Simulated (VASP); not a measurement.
InAs:

```
In As
1.0
     0.00000    3.01800    3.01800
     3.01800    0.00000    3.01800
     3.01800    3.01800    0.00000
In As
1 1
Direct
  0.00000 0.00000 0.00000
  0.75000 0.75000 0.75000
```

Base run:

* Program: VASP 6.6.1
* Functional: TPSS
* Potentials or basis: VASP PAW PBE potentials, release 64 (In_d, As)
* Cutoff: 520 eV
* k mesh: 8 × 8 × 8
* Occupations: fermi-dirac, width 0.05 eV
* Spin: no spin polarisation

Its results: pressure 3.6 GPa.

Q: The run is repeated on the same cell with these changes: functional from TPSS to AM05; further incar settings from ALGO = Normal; EDIFF = 1e-06; NBANDS = 16 to ALGO = Fast; EDIFF = 1e-06; NBANDS = 16. What comes out?

A: Pressure 1.9 GPa.

Caveats: the PAW data sets were made with another functional, which shifts forces and pressure a little.

Not every run made on this cell is shown here.
